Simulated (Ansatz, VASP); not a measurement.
**AlRu: VASP beside Ansatz**

```
Al Ru
1.0
     2.97641    0.00000    0.00000
     0.00000    2.97641    0.00000
     0.00000    0.00000    2.97641
Al Ru
1 1
Direct
  0.00000 0.00000 0.00000
  0.50000 0.50000 0.50000
```

Alike in both runs: functional PBEsol; k mesh 14 × 14 × 14; occupations gaussian, width 0.1 eV; no spin polarisation.

Ansatz relaxed the structure, and its values are those at the end. VASP's run is a single point on that final structure, the one shown.

|  | VASP | Ansatz |
| --- | --- | --- |
| version | VASP 6.6.1 | Ansatz 0.2.0 |
| potentials or method | VASP PAW PBE potentials, release 64 (Al, Ru_pv) | scalar-relativistic, plane waves, PAW |
| plane-wave cutoff (eV) | 520 | 420 |
| valence electrons in the cell | 17 | 19 |

```csv
,VASP,Ansatz,Ansatz less VASP
gap on the k mesh at the Fermi level (eV),none,none,-
pressure (GPa),0.0,0.0,-0.07
```

A gap of «none» marks a metal or a gap that the smearing closes. With one functional, cell and mesh, what is left measures potentials, basis and numerics. The two sets of potentials don't hold the same shells in valence.

Caveats: the PAW data sets were made with another functional, which shifts forces and pressure a little (VASP).
